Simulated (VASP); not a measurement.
## A VASP 6.6.1 single-point calculation on SnTe

INCAR

```
LASPH = .TRUE.
LCHARG = .FALSE.
NELM = 53
NBANDS = 17
IBRION = -1
ISIF = 2
NSW = 0
ENCUT = 600
SIGMA = 0.2
GGA = PS
ISMEAR = 1
PREC = Accurate
LWAVE = .FALSE.
LREAL = .FALSE.
EDIFF = 1E-7
```

KPOINTS

```
KPOINTS created by Atomic Simulation Environment
0
Gamma
8 8 8
0 0 0
```

POSCAR

```
Sn Te
 1.0000000000000000
     0.0000000000000000    3.1893303423607891    3.1893303423607891
     3.1893303423607891    0.0000000000000000    3.1893303423607891
     3.1893303423607891    3.1893303423607891   -0.0000000000000000
 Sn  Te
   1   1
Cartesian
 -0.0000000000000000  0.0000000000000000 -0.0000000000000000
  3.1893303423607891  3.1893303423607891  3.1893303423607891
```

The recommended PBE PAW datasets give the neutral cell 20 valence electrons.

Command

```
mpirun -np 1 vasp_std
```

OSZICAR

```
N       E                     dE             d eps       ncg     rms          rms(c)
DAV:   1     0.130209523870E+03    0.13021E+03   -0.10310E+04   995   0.148E+03
DAV:   2     0.428693726721E+01   -0.12592E+03   -0.12200E+03  1035   0.354E+02
DAV:   3    -0.802590241628E+01   -0.12313E+02   -0.12164E+02  1208   0.934E+01
DAV:   4    -0.837686189535E+01   -0.35096E+00   -0.35072E+00  1186   0.162E+01
DAV:   5    -0.839050913792E+01   -0.13647E-01   -0.13647E-01  1396   0.311E+00    0.433E+00
DAV:   6    -0.832545880615E+01    0.65050E-01   -0.14409E-01  1335   0.281E+00    0.274E+00
DAV:   7    -0.832336496944E+01    0.20938E-02   -0.51259E-02  1261   0.125E+00    0.796E-01
DAV:   8    -0.832296828614E+01    0.39668E-03   -0.69959E-03  1250   0.689E-01    0.156E-01
DAV:   9    -0.832301705455E+01   -0.48768E-04   -0.67756E-04  1384   0.221E-01    0.307E-02
DAV:  10    -0.832299962395E+01    0.17431E-04   -0.78123E-05  1310   0.757E-02    0.229E-02
DAV:  11    -0.832300007041E+01   -0.44645E-06   -0.32752E-05  1357   0.441E-02    0.280E-02
DAV:  12    -0.832299990540E+01    0.16501E-06   -0.23905E-06  1211   0.105E-02    0.142E-02
DAV:  13    -0.832299974381E+01    0.16158E-06   -0.90750E-08   837   0.199E-03    0.903E-03
DAV:  14    -0.832299961554E+01    0.12827E-06   -0.25178E-07   924   0.487E-03    0.992E-04
DAV:  15    -0.832299959062E+01    0.24927E-07   -0.35581E-08   588   0.120E-03
   1 F= -.83229996E+01 E0= -.83230227E+01  d E =0.693781E-04
```

From OUTCAR

```
k-points           NKPTS =     29   k-points in BZ     NKDIM =     29   number of bands    NBANDS=     17

   NELECT =      20.0000    total number of electrons

   dimension x,y,z NGX =    36 NGY =   36 NGZ =   36
   dimension x,y,z NGXF=    72 NGYF=   72 NGZF=   72

  energy-cutoff  :      600.00
  volume of cell :       64.88
      direct lattice vectors                 reciprocal lattice vectors
     0.000000000  3.189330342  3.189330342    -0.156772722  0.156772722  0.156772722
     3.189330342  0.000000000  3.189330342     0.156772722 -0.156772722  0.156772722
     3.189330342  3.189330342  0.000000000     0.156772722  0.156772722 -0.156772722

 k-points in reciprocal lattice and weights: KPOINTS created by Atomic Simulation Env
   0.00000000  0.00000000  0.00000000       0.002
   0.12500000  0.00000000  0.00000000       0.016
   0.25000000  0.00000000  0.00000000       0.016
   0.37500000  0.00000000  0.00000000       0.016
   0.50000000  0.00000000  0.00000000       0.008
   0.12500000  0.12500000  0.00000000       0.012
   0.25000000  0.12500000  0.00000000       0.047
   0.37500000  0.12500000  0.00000000       0.047
   ...

 E-fermi :   6.3350

 k-point     1 :       0.0000    0.0000    0.0000
  band No.  band energies     occupation
      1     -15.4174      2.00000
      2     -15.4174      2.00000
      3     -15.4125      2.00000
      4     -15.4125      2.00000
      5     -15.4125      2.00000
      6      -6.1979      2.00000
      7       1.5038      2.00000
      8       4.3233      2.00000
      9       4.3233      2.00000
     10       4.3233      2.00000
     11       9.6093     -0.00000
     12       9.6093     -0.00000
     13       9.6093     -0.00000
     14      11.1352      0.00000
     15      11.1352      0.00000
     16      11.1352      0.00000
     17      13.1334      0.00000

 k-point     2 :       0.1250    0.0000    0.0000
  band No.  band energies     occupation
      1     -15.4179      2.00000
      2     -15.4179      2.00000
      3     -15.4123      2.00000
      4     -15.4117      2.00000
      5     -15.4117      2.00000
      6      -6.0733      2.00000
      7       0.8918      2.00000
      8       4.3460      2.00000
      9       4.3460      2.00000
     10       4.7373      2.00000
     11       8.9713     -0.00000
     12       8.9713     -0.00000
     13       8.9730     -0.00000
     14      11.0538      0.00000
     15      11.4479      0.00000
     16      11.4479      0.00000
     17      14.1091      0.00000

 k-point     3 :       0.2500    0.0000    0.0000
  band No.  band energies     occupation
      1     -15.4194      2.00000
      2     -15.4194      2.00000
      3     -15.4118      2.00000
      4     -15.4096      2.00000
      5     -15.4096      2.00000
      6      -5.7240      2.00000
      7      -0.2724      2.00000
      8       4.4274      2.00000
      9       4.4274      2.00000
     10       5.3613      2.00000
     11       7.9193     -0.00000
     12       7.9195     -0.00000
     13       7.9195     -0.00000
     14      11.4437      0.00000
     15      12.3157      0.00000
     16      12.3157      0.00000
     17      16.0340      0.00000

 ...

  Total       -0.7217812     -0.7217812     -0.7217812      0.0000000     -0.0000000      0.0000000
  in kB      -17.8232809    -17.8232809    -17.8232809      0.0000000     -0.0000000      0.0000000
  external PRESSURE =     -17.8232809 kB  Pullay stress =       0.0000000 kB

 POSITION                                       TOTAL-FORCE (eV/Angst)
 -----------------------------------------------------------------------------------
      0.00000      0.00000      0.00000        -0.000000      0.000000      0.000000
      3.18933      3.18933      3.18933         0.000000     -0.000000     -0.000000
 -----------------------------------------------------------------------------------
    total drift:                               -0.000000      0.000000      0.000000

  FREE ENERGIE OF THE ION-ELECTRON SYSTEM (eV)
  ---------------------------------------------------
  free  energy   TOTEN  =        -8.3229995906 eV

  energy  without entropy=       -8.3230689688  energy(sigma->0) =       -8.32302272
```

It converged. Results: gap between bands v and c on the k mesh 0.04 eV; least direct gap on the k mesh 0.04 eV; pressure -1.8 GPa. Band v is the last that the valence electrons fill when counted band by band, and c is the next.

For comparison, a separate PBEsol run of the intended cell, on usual settings and not on those above, gives a gap of 0.04 eV on its mesh and a pressure of -1.8 GPa.

The run above took about 17 s on one core of a shared host (Intel Xeon 6975P-C) and held 0.21 GiB at most.
